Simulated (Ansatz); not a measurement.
**KCl: a single-point run**

The task is a single-point run on KCl. The structure is shown as the input types it.

Method: density functional or hybrid calculation with the settings of its input, plane waves (as first typed), in Ansatz 0.2.0.

2 further runs of the same task are left out: 1 for a known fault of the program, 1 that didn't finish.

## (1) The system as given

The structure is cubic, space group Fm-3m (No. 225). Conventional cell: a = 6.290 Å, b = 6.290 Å, c = 6.290 Å, α = 90.00°, β = 90.00°, γ = 90.00°. Around K (site symmetry m-3m) lie 6 Cl at 3.14 Å. Cl (site symmetry m-3m) has 6 K at 3.14 Å as nearest neighbours.

The input asks for a charge of +100 e on the cell.

Structure file:

```cif
data_structure
_symmetry_space_group_name_H-M 'Fm-3m'
_symmetry_Int_Tables_number 225
_cell_length_a 6.2897
_cell_length_b 6.2897
_cell_length_c 6.2897
_cell_angle_alpha 90.000
_cell_angle_beta 90.000
_cell_angle_gamma 90.000
_cell_volume 248.82
loop_
_atom_site_label
_atom_site_type_symbol
_atom_site_symmetry_multiplicity
_atom_site_Wyckoff_symbol
_atom_site_fract_x
_atom_site_fract_y
_atom_site_fract_z
_atom_site_occupancy
K1 K 4 a 0.00000 0.00000 0.00000 1
Cl1 Cl 4 b 0.50000 0.00000 0.00000 1
```

## (2) The calculation

input.yaml reads:

```yaml
crystal:
  lattice:
    - [0.0, 3.1448471156, 3.1448471156]
    - [3.1448471156, 0.0, 3.1448471156]
    - [3.1448471156, 3.1448471156, 0.0]
  atoms:
    - { symbol: K, position: [0.0, 0.0, 0.0] }
    - { symbol: Cl, position: [0.5, 0.5, 0.5] }
kpoints:
  mp_grid: { grid: [4, 4, 4] }
hamiltonian:
  xc: hse06
scf:
  occupations: { method: fixed }
  n_extra_bands: 4
  max_iter: 59
output:
  forces: true
  stress: true
  eigenvalues: true
total_charge: 100
```

Run with:

```bash
$ ansatz run input.yaml --threads 4 --pin off --max-ram 3686MiB --backend cpu --events-out ev --progress --plain --runs-dir out
```

**Question.** How will this run end, and is anything wrong with its input?

The run ended at the input check. Its message: «inconsistent input (total_charge): 100 leaves -84.000 electrons of the 16 valence electrons — a charged cell must keep at least one electron»

Look at the input: total_charge is 100. The combination asked for isn't defined or isn't served.

Remedy: delete total_charge (the default then holds).
